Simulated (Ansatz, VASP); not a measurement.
Two plane-wave programs on BeS

```xyz
2
Lattice="0.0000 1.9328 1.9328 1.9328 0.0000 1.9328 1.9328 1.9328 0.0000" Properties=species:S:1:pos:R:3 pbc="T T T"
Be    0.0000    0.0000    0.0000
S     0.9664    0.9664    0.9664
```

Change from the starting cell: volume scaled by 0.5, PAW files.

Alike in both runs: task electric field gradients; functional PBE; k mesh 10 × 10 × 10; occupations fermi-dirac, width 0.03 eV; no spin polarisation.

|  | VASP | Ansatz |
| --- | --- | --- |
| version | VASP 6.6.1 | Ansatz 0.2.0 |
| potentials or method | VASP PAW PBE potentials, release 64 (Be, S) | PAW with Ansatz's default frozen-core files, scalar-relativistic |
| plane-wave cutoff (eV) | 520 | 420 |
| valence electrons in the cell | 8 | 8 |

```csv
,VASP,Ansatz,Ansatz less VASP
pressure (GPa),231.6,231.8,+0.20
Vzz of the field gradient on the site that differs most (V/Å²),0.0,0.0,0.00
```

Caveats: the cell as given lies far from equilibrium; so large a pressure means that the cell lies far from this level's equilibrium, or that cutoff or potentials fall short (VASP). A k mesh can miss the band edges.
